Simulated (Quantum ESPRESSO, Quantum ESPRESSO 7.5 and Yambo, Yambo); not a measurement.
# Converging GW for CdTe (F-43m) in Yambo

Wanted: a converged G0W0 gap of CdTe (F-43m), or an estimate of the limit.

Calculated with Quantum ESPRESSO 7.5 and Yambo 5.3.0; PBE and many-body steps on it, plane waves.

## Step 1: The starting structure

It takes space group F-43m (No. 216, cubic). Conventional cell: a = 6.480 Å, b = 6.480 Å, c = 6.480 Å, α = 90.00°, β = 90.00°, γ = 90.00°. Nearest to Cd lie 4 Te at 2.81 Å. Nearest to Te lie 4 Cd at 2.81 Å. Farther neighbours and most contacts between anions are not listed.

The cell and positions come from the Crystallography Open Database and are kept as given unless a step says otherwise. Spin-orbit coupling is left out unless a step names it.

## Step 2: Empty states on the mesh, 4×4×4 mesh, 305 bands

This step: Quantum ESPRESSO 7.5; DFT, PBE, plane waves, norm-conserving pseudopotentials.

The sums over transitions need many empty states on a uniform mesh; this step solves for them.

pw.in

```
&control
  calculation = 'nscf'
  prefix = 'x'
  outdir = 'o'
  pseudo_dir = 'pseudo'
/
&system
  ibrav = 0
  nat = 2
  ntyp = 2
  ecutwfc = 94.0
  nbnd = 305
  force_symmorphic = .true.
/
&electrons
  conv_thr = 1e-9
  electron_maxstep = 80
  diago_full_acc = .true.
  diago_thr_init = 5e-6
/
ATOMIC_SPECIES
  Cd 112.41 Cd.upf
  Te 127.6 Te.upf
CELL_PARAMETERS angstrom
  0.0000000000 3.2400000000 3.2400000000
  3.2400000000 0.0000000000 3.2400000000
  3.2400000000 3.2400000000 0.0000000000
ATOMIC_POSITIONS crystal
  Cd 0.0000000000 0.0000000000 0.0000000000
  Te 0.2500000000 0.2500000000 0.2500000000
K_POINTS automatic
  4 4 4 0 0 0
```

Run with:

```console
$ OMP_NUM_THREADS=1 mpirun -n 4 pw.x -nk 4 -in pw.in > pw.out
```

Log:

```text
Program PWSCF v.7.5 starts

     This program is part of the open-source Quantum ESPRESSO suite
     for quantum simulation of materials; please cite
         "P. Giannozzi et al., J. Phys.:Condens. Matter 21 395502 (2009);
         "P. Giannozzi et al., J. Phys.:Condens. Matter 29 465901 (2017);
         "P. Giannozzi et al., J. Chem. Phys. 152 154105 (2020);
     in publications or presentations arising from this work. More details at

     Atomic positions and unit cell read from directory:
     o/x.save/

     Message from routine setup:
[...]
-150.4559-100.4824-100.4824-100.4824 -93.9054 -54.9603 -54.9602 -54.9602
[...]
50.0998  50.9654  50.9654  51.3953  52.8916  52.8916  53.7707  54.0719
     [... 27 further rows ...]
   147.4669 147.4669 147.6547 147.6547 147.8147 148.5748 150.0272 150.3457
   150.3457

          k = 0.3536 0.0000 0.0000 (  7059 PWs)   bands (ev):

     [... further k-points ...]

     highest occupied, lowest unoccupied level (ev):     8.2696    9.0401

     XML data file, pseudopotentials, collected wavefunctions

=------------------------------------------------------------------------------=
   JOB DONE.
=------------------------------------------------------------------------------=
```

It took 66 s on 4 MPI ranks of Arm Neoverse V1, shared host; peak memory 0.96 GiB; 4.4 min of CPU time.

Numbers from this step:

```
gap                                                           : 0.7705 eV
k of the valence top                                          : 0, 0, 0
k of the conduction bottom                                    : 0, 0, 0
least direct gap                                              : 0.7705 eV
k points computed                                             : 8
lowest point of the top converged band, above the valence top : 137.2128 eV
```

On this mesh the gap is 0.770 eV.

The density comes from a self-consistent run that is not shown.

## Step 3: Conversion and set-up

This step: Yambo 5.3.0; conversion and set-up on PBE, plane waves, norm-conserving pseudopotentials.

The states are converted to the many-body program's format and the q mesh is built.

Run with:

```console
$ (cd o/x.save; p2y > p2y.log; mv SAVE ../..); yambo > setup.log
```

Log:

```text
 Yambo, version 5.3.0

 [02] CORE Variables Setup
 =========================

  [02.01] Unit cells
  ==================

  Cell kind             :  FCC
  Atoms in the cell     :  Cd  Te
  number of Cd atoms    :  1
  number of Te atoms    :  1

  List of atomic masses
  Mass of Cd    :  112.4100
  Mass of Te    :  127.6000

  List of atomic coordinates    : [cc]
  Cd1       :  0.000000  0.000000  0.000000  order 1
  Te1       :  3.061356  3.061356  3.061356  order 2

  Alat factors          :  6.122713  6.122713  6.122713 [a.u.]
  Direct lattice volume :  459.0517 [a.u.]
[...]
==========================================

 IBZ Q-points                                      :   8
 BZ  Q-points                                      :   64

 K/Q-points units:
 rlu = crystal or reduced units; cc = cartesian coordinates; iku = interal k-units

 Q [1]          [rlu]:  0.000000  0.000000  0.000000
 Q [2]          [rlu]: -0.71308E-17 -0.71308E-17  0.25000
 Q [3]          [rlu]:  0.14262E-16  0.14262E-16 -0.50000
[...]
Q [7]          [rlu]:  0.42627E-17 -0.50000     -0.50000
 Q [8]          [rlu]:  0.250000 -0.500000 -0.250000

  [03.01] X indexes
  =================

   [03.01.01] Sigma indexes
   ========================

 [06] Game Over & Game summary
```

Elapsed: 3.7 s, on 1 MPI rank; peak memory 0.26 GiB.

## Step 4: 57 bands, 88.4 eV

G0W0 replaces the xc potential by the self-energy, built once from these orbitals. Only a window of levels is corrected, while the sums run over the empty bands that the input names.

This step: G0W0 on PBE, plane waves, norm-conserving pseudopotentials.

gw1.in

```
HF_and_locXC
gw0
dyson
ppa
em1d
rim_cut
RandQpts= 1000000
RandGvec= 1 RL
EXXRLvcs= 94 Ry
VXCRLvcs= 376 Ry
Chimod= "HARTREE"
% BndsRnXp
 1 | 57 |
%
NGsBlkXp= 6.5 Ry
% LongDrXp
 1 | 1 | 1 |
%
% GbndRnge
 1 | 57 |
%
DysSolver= "n"
ExtendOut
PPAPntXp= 27.21138 eV
% QPkrange
 1 | 1 | 21 | 24 |
%
```

Run with:

```console
$ OMP_NUM_THREADS=1 mpirun -n 4 yambo -F gw1.in -J gw1 -C gw1 > gw1.log
```

Log:

```text
 Yambo, version 5.3.0

 [02] CORE Variables Setup
 =========================

  [... cell, symmetries and grids as in the set-up ...]

  [02.05] Energies & Occupations
  ==============================

  [X] === General ===
  [X] Electronic Temperature                        :  0.000000  0.000000 [eV K]
  [X] Bosonic    Temperature                        :  0.000000  0.000000 [eV K]
  [X] Finite Temperature mode                       : no
  [X] El. density                                   :  0.64683E+24 [cm-3]
  [X] Fermi Level                                   :  8.269562 [eV]

  [X] === Gaps and Widths ===
  [X] Conduction Band Min                           :  0.770493 [eV]
  [X] Valence Band Max                              :  0.000000 [eV]
  [X] Filled Bands                                  :  22
  [X] Empty Bands                                   :   23  305
  [X] Direct Gap                                    :  0.770493 [eV]
  [X] Direct Gap localized at k                     :  1
  [X] Indirect Gap                                  :  0.770493 [eV]
  [X] Indirect Gap between kpts                     :  1  1
  [X] Last valence band width                       :  2.192418 [eV]
  [X] 1st conduction band width                     :  3.488558 [eV]

 [03] Transferred momenta grid and indexing
 ==========================================

 IBZ Q-points                                      :   8
 BZ  Q-points                                      :   64

 K/Q-points units:
 rlu = crystal or reduced units; cc = cartesian coordinates; iku = interal k-units

 Q [1]          [rlu]:  0.000000  0.000000  0.000000
 Q [2]          [rlu]: -0.71308E-17 -0.71308E-17  0.25000
 Q [3]          [rlu]:  0.14262E-16  0.14262E-16 -0.50000
 Q [4]          [rlu]: -0.21313E-17  0.25000      0.25000
 Q [5]          [rlu]: -0.78397E-17  0.25000      0.50000
 Q [6]          [rlu]:  0.14262E-16  0.25000     -0.25000
 Q [7]          [rlu]:  0.42627E-17 -0.50000     -0.50000
 Q [8]          [rlu]:  0.250000 -0.500000 -0.250000

 [04] Coloumb potential Random Integration (RIM)
 ===============================================

  [04.01] RIM initialization
  ==========================

  * Diagonal components only detected *

  8 x (sBL volume)        :  0.067544 [a.u.]
  sBZ random points       :  1000000
  Points outside the sBZ  :   7968281
  RL volume               :  0.540354 [a.u.]
  Integrated volume       :  0.542504 [a.u.]

  [04.02] RIM integrals
  =====================

  Gamma point sphere radius             :  0.073872 [a.u.]
  Points outside the sphere             :   800476
  [Int_sBZ(q=0) 1/q^2]*(Vol_sBZ)^(-1/3) =:  7.776341
                                 should be <:  7.795600

  Summary of Coulomb integrals for non-metallic bands |Q|[au] RIM/Bare

  Q [1] 0.100000E-4 0.997530 * Q [2] 0.222181 1.068569
  Q [4] 0.256552 1.068679 * Q [6] 0.362820 1.030574
  Q [5] 0.425444 1.023203 * Q [3] 0.444362 1.020753
  Q [7] 0.513105 1.016896 * Q [8] 0.573668 1.013852

 [05] Dipoles
 ============

  [05.01] Setup: observables and procedures
  =========================================

 [06] Dynamic Dielectric Matrix (PPA)
 ====================================

 [WR./gw1//ndb.pp]---------------------------------------------------------------
  Brillouin Zone Q/K grids (IBZ/BZ)                :    8   64    8   64
  RL vectors                                       :   8363 [WF]
  Coulomb cutoff potential                         : none
  Electronic Temperature                           :  0.000000 [K]
  Bosonic    Temperature                           :  0.000000 [K]
  PPA    diel. fun.  energies                      : Perdew, Burke & Ernzerhof(X)+Perdew, Burke & Ernzerhof(C)
  wavefunctions                                    : Perdew, Burke & Ernzerhof(X)+Perdew, Burke & Ernzerhof(C)
  Global Gauge                                     : length
  X matrix size                                    :  137
  X band range                                     :    1   57
  X e/h energy range                               : -1.000000 -1.000000 [eV]
  X Time ordering                                  : R
  X Hxc Kernel                                     : HARTREE
  X Drude frequency                                :  0.000000  0.000000
  X poles                                          :  100.0000 [o/o]
  RL vectors in the sum                            :   8363
  [r,Vnl] included                                 : yes
  Field direction                                  :  0.577350E-5  0.577350E-5  0.577350E-5
  BZ energy Double Grid                            : no
  BZ energy DbGd points                            : 0
  BZ Q point size factor                           : -1.000000
  X Optical Averaged directions                    : none

 [07] Local Exchange-Correlation + Non-Local Fock
 ================================================

 [VXC] Plane waves :   56833
 [EXS] Plane waves :   7239

 QP @ state[ 1 ] K range:  1  1
 QP @ state[ 1 ] b range:  21  24

 [xc] Functional : Perdew, Burke & Ernzerhof(X)+Perdew, Burke & Ernzerhof(C)
 [xc] LIBXC used to calculate xc functional
  PP Number of Atomic Species                      :  2
  NLCC RL compoments                               :   56833
  PP Number of Atomic Species                      :  2
  NLCC RL compoments                               :   56833

 [xc] E_xc :  -35.75596 [Ha]
      E_xc :  -71.51193 [Ry]

  Local XC kind (lXC) : Perdew, Burke & Ernzerhof(X)+Perdew, Burke & Ernzerhof(C)
  Non-Local XC kind (nlXC) : Hartree-Fock

  Corrections @ K [1] :  [eV]
 <21|nlXC|21> = -16.37050  0.65059E-17 <21|lXC|21> = -14.42006 -0.18882E-15
 <22|nlXC|22> = -16.37052  0.24658E-17 <22|lXC|22> = -14.42006  0.37763E-15
 <23|nlXC|23> = -8.185957 -0.13120E-17 <23|lXC|23> = -11.98125 -0.13484E-20
 <24|nlXC|24> = -5.957498  0.75232E-18 <24|lXC|24> = -10.13165  0.18880E-15

 [08] Dyson equation: Newton solver
 ==================================

  [08.01] G0W0 (W PPA)
  ====================

  [  GW  ] Bands range     :    1   57
  [GW/PPA] G damping       :  0.100000 [eV]

  QP @ state[ 1 ] K range:  1  1
  QP @ state[ 1 ] b range:  21  24

   Sc/G bands                                       :    1   57
   Sc/G damping                                     :  0.100000 ev
   Sc bands terminator                              : no
   Sx RL components                                 :   7239

   QP @ state[ 1 ] K range                          :  1  1
   QP @ state[ 1 ] b range                          :  21  24
   GF energies kind                                 : Perdew, Burke & Ernzerhof(X)+Perdew, Burke & Ernzerhof(C)
   GF WF`s kind                                     : Perdew, Burke & Ernzerhof(X)+Perdew, Burke & Ernzerhof(C)
   Xs energies kind                                 : Perdew, Burke & Ernzerhof(X)+Perdew, Burke & Ernzerhof(C)
   Xs WF`s kind                                     : Perdew, Burke & Ernzerhof(X)+Perdew, Burke & Ernzerhof(C)

 [11] Game Over & Game summary
```

Elapsed: 62 s, on 4 MPI ranks; peak memory 2.3 GiB; 4.1 min of CPU time.

Numbers from this step:

- G0W0 gap on the points computed: 1.595 eV
- starting gap on the mesh: 0.7705 eV
- k of the valence top: 0, 0, 0
- k of the conduction bottom: 0, 0, 0
- least direct G0W0 gap on the computed points: 1.595 eV
- Z at the valence top: 0.7971
- Z at the conduction bottom: 0.8116

The gap on the mesh goes from 0.77 eV to 1.60 eV, a correction of +0.82 eV.

## Step 5: 137 bands, 156.5 eV

gw2.in

```
HF_and_locXC
gw0
dyson
ppa
em1d
rim_cut
RandQpts= 1000000
RandGvec= 1 RL
EXXRLvcs= 94 Ry
VXCRLvcs= 376 Ry
Chimod= "HARTREE"
% BndsRnXp
 1 | 137 |
%
NGsBlkXp= 11.5 Ry
% LongDrXp
 1 | 1 | 1 |
%
% GbndRnge
 1 | 137 |
%
DysSolver= "n"
ExtendOut
PPAPntXp= 27.21138 eV
% QPkrange
 1 | 1 | 21 | 24 |
%
```

Run with:

```console
$ OMP_NUM_THREADS=1 mpirun -n 4 yambo -F gw2.in -J gw2 -C gw2 > gw2.log
```

Log:

```text
 Yambo, version 5.3.0

 [02] CORE Variables Setup
 =========================

  [... cell, symmetries and grids as in the set-up ...]

  [02.05] Energies & Occupations
  ==============================

  [X] === General ===
  [X] Electronic Temperature                        :  0.000000  0.000000 [eV K]
  [X] Bosonic    Temperature                        :  0.000000  0.000000 [eV K]
  [X] Finite Temperature mode                       : no
  [X] El. density                                   :  0.64683E+24 [cm-3]
  [X] Fermi Level                                   :  8.269562 [eV]

  [X] === Gaps and Widths ===
  [X] Conduction Band Min                           :  0.770493 [eV]
  [X] Valence Band Max                              :  0.000000 [eV]
  [X] Filled Bands                                  :  22
  [X] Empty Bands                                   :   23  305
  [X] Direct Gap                                    :  0.770493 [eV]
  [X] Direct Gap localized at k                     :  1
  [X] Indirect Gap                                  :  0.770493 [eV]
  [X] Indirect Gap between kpts                     :  1  1
  [X] Last valence band width                       :  2.192418 [eV]
  [X] 1st conduction band width                     :  3.488558 [eV]

 [03] Transferred momenta grid and indexing
 ==========================================

 IBZ Q-points                                      :   8
 BZ  Q-points                                      :   64

 K/Q-points units:
 rlu = crystal or reduced units; cc = cartesian coordinates; iku = interal k-units

 Q [1]          [rlu]:  0.000000  0.000000  0.000000
 Q [2]          [rlu]: -0.71308E-17 -0.71308E-17  0.25000
 Q [3]          [rlu]:  0.14262E-16  0.14262E-16 -0.50000
[...]
================================================

 [VXC] Plane waves :   56833
 [EXS] Plane waves :   7239

 QP @ state[ 1 ] K range:  1  1
 QP @ state[ 1 ] b range:  21  24

 [xc] Functional : Perdew, Burke & Ernzerhof(X)+Perdew, Burke & Ernzerhof(C)
 [xc] LIBXC used to calculate xc functional
  PP Number of Atomic Species                      :  2
  NLCC RL compoments                               :   56833
  PP Number of Atomic Species                      :  2
  NLCC RL compoments                               :   56833

 [xc] E_xc :  -35.75596 [Ha]
      E_xc :  -71.51193 [Ry]

  Local XC kind (lXC) : Perdew, Burke & Ernzerhof(X)+Perdew, Burke & Ernzerhof(C)
  Non-Local XC kind (nlXC) : Hartree-Fock

  Corrections @ K [1] :  [eV]
 <21|nlXC|21> = -16.37050  0.65059E-17 <21|lXC|21> = -14.42006 -0.18882E-15
 <22|nlXC|22> = -16.37052  0.24658E-17 <22|lXC|22> = -14.42006  0.37763E-15
 <23|nlXC|23> = -8.185957 -0.13120E-17 <23|lXC|23> = -11.98125 -0.13484E-20
 <24|nlXC|24> = -5.957498  0.75232E-18 <24|lXC|24> = -10.13165  0.18880E-15

 [08] Dyson equation: Newton solver
 ==================================

  [08.01] G0W0 (W PPA)
  ====================

  [  GW  ] Bands range     :    1  137
  [GW/PPA] G damping       :  0.100000 [eV]

  QP @ state[ 1 ] K range:  1  1
  QP @ state[ 1 ] b range:  21  24

   Sc/G bands                                       :    1  137
   Sc/G damping                                     :  0.100000 ev
   Sc bands terminator                              : no
   Sx RL components                                 :   7239

   QP @ state[ 1 ] K range                          :  1  1
   QP @ state[ 1 ] b range                          :  21  24
   GF energies kind                                 : Perdew, Burke & Ernzerhof(X)+Perdew, Burke & Ernzerhof(C)
   GF WF`s kind                                     : Perdew, Burke & Ernzerhof(X)+Perdew, Burke & Ernzerhof(C)
   Xs energies kind                                 : Perdew, Burke & Ernzerhof(X)+Perdew, Burke & Ernzerhof(C)
   Xs WF`s kind                                     : Perdew, Burke & Ernzerhof(X)+Perdew, Burke & Ernzerhof(C)

 [11] Game Over & Game summary
```

Run time: 4.4 min. Hardware: 4 MPI ranks; peak memory 2.4 GiB; 17 min of CPU time.

This step gave:

| Item | Value |
| --- | --- |
| G0W0 gap on the points computed | 1.538 eV |
| starting gap on the mesh | 0.7705 eV |
| k of the valence top | 0, 0, 0 |
| k of the conduction bottom | 0, 0, 0 |
| least direct G0W0 gap on the computed points | 1.538 eV |
| Z at the valence top | 0.7988 |
| Z at the conduction bottom | 0.8108 |

Against G0W0 in Yambo (4×4×4 mesh, 57 bands, screening to 88.4 eV, Godby-Needs plasmon pole), the gap moves by −0.058 eV.

## Step 6: 305 bands, 244.9 eV

gw3.in

```
HF_and_locXC
gw0
dyson
ppa
em1d
rim_cut
RandQpts= 1000000
RandGvec= 1 RL
EXXRLvcs= 94 Ry
VXCRLvcs= 376 Ry
Chimod= "HARTREE"
% BndsRnXp
 1 | 305 |
%
NGsBlkXp= 18 Ry
% LongDrXp
 1 | 1 | 1 |
%
% GbndRnge
 1 | 305 |
%
DysSolver= "n"
ExtendOut
PPAPntXp= 27.21138 eV
% QPkrange
 1 | 1 | 21 | 24 |
%
```

Run with:

```console
$ OMP_NUM_THREADS=1 mpirun -n 4 yambo -F gw3.in -J gw3 -C gw3 > gw3.log
```

Log:

```text
 Yambo, version 5.3.0

 [02] CORE Variables Setup
 =========================

  [... cell, symmetries and grids as in the set-up ...]

  [02.05] Energies & Occupations
  ==============================

  [X] === General ===
  [X] Electronic Temperature                        :  0.000000  0.000000 [eV K]
  [X] Bosonic    Temperature                        :  0.000000  0.000000 [eV K]
  [X] Finite Temperature mode                       : no
  [X] El. density                                   :  0.64683E+24 [cm-3]
[...]
Sx RL components                                 :   7239

   QP @ state[ 1 ] K range                          :  1  1
   QP @ state[ 1 ] b range                          :  21  24
   GF energies kind                                 : Perdew, Burke & Ernzerhof(X)+Perdew, Burke & Ernzerhof(C)
   GF WF`s kind                                     : Perdew, Burke & Ernzerhof(X)+Perdew, Burke & Ernzerhof(C)
   Xs energies kind                                 : Perdew, Burke & Ernzerhof(X)+Perdew, Burke & Ernzerhof(C)
   Xs WF`s kind                                     : Perdew, Burke & Ernzerhof(X)+Perdew, Burke & Ernzerhof(C)

 [11] Game Over & Game summary
```

It took 22 min on 4 MPI ranks; peak memory 3.2 GiB; 90 min of CPU time.

This step gave:

- G0W0 gap on the points computed: 1.563 eV
- starting gap on the mesh: 0.7705 eV
- k of the valence top: 0, 0, 0
- k of the conduction bottom: 0, 0, 0
- least direct G0W0 gap on the computed points: 1.563 eV

Against G0W0 in Yambo (4×4×4 mesh, 137 bands, screening to 156.5 eV, Godby-Needs plasmon pole), the gap moves by +0.025 eV.

## Step 7: The runs together

Times are wall times on 4 MPI ranks of Arm Neoverse V1, shared host, good to a factor of about two.

| run | mesh | bands | screening cutoff (eV) | DFT gap (eV) | gap on the mesh (eV) | direct (eV) | time |
| --- | --- | --- | --- | --- | --- | --- | --- |
| 57 bands, 88.4 eV | 4×4×4 | 57 | 88.4 | 0.770 | 1.595 | 1.595 | 62 s |
| 137 bands, 156.5 eV | 4×4×4 | 137 | 156.5 | 0.770 | 1.538 | 1.538 | 4.4 min |
| 305 bands, 244.9 eV | 4×4×4 | 305 | 244.9 | 0.770 | 1.563 | 1.563 | 22 min |

## Step 8: Outcome

```json
{
  "57 bands, 88.4 eV": "1.595 eV",
  "137 bands, 156.5 eV": "1.538 eV",
  "305 bands, 244.9 eV": "1.563 eV",
  "known limits": "not at the basis limit; no spin-orbit coupling; coarse k mesh"
}
```

**Reading.** From the first rung to the last the gap moves by −0.03 eV for 22 times the time. The gap turns back along the series, so no limit is drawn from it. In the G0W0 runs levels were corrected at 1 k point alone, so a gap called «on the mesh» is the least over those, and an edge elsewhere would be missed. The 4×4×4 mesh is coarse for this cell, which bears on the long-range parts of exchange and screening. The many-body steps are scalar-relativistic: spin-orbit coupling is not in them.

[Paths, hosts, dates, memory and timing lines, banners, echoed tables and standing remarks are left out of the program output.]

[Logs are printed without paths, hosts, clocks, repeated set-up lines and the standing remarks that a program may print on its own settings, such as how far it seeks lower states.]

[Runs of the session that timed out or met a known fault of the program may be left out.]

[Hosts, paths, dates, database ids (printed as entryN), source tags and the programs' standing remarks are cut or masked in the printed files.]
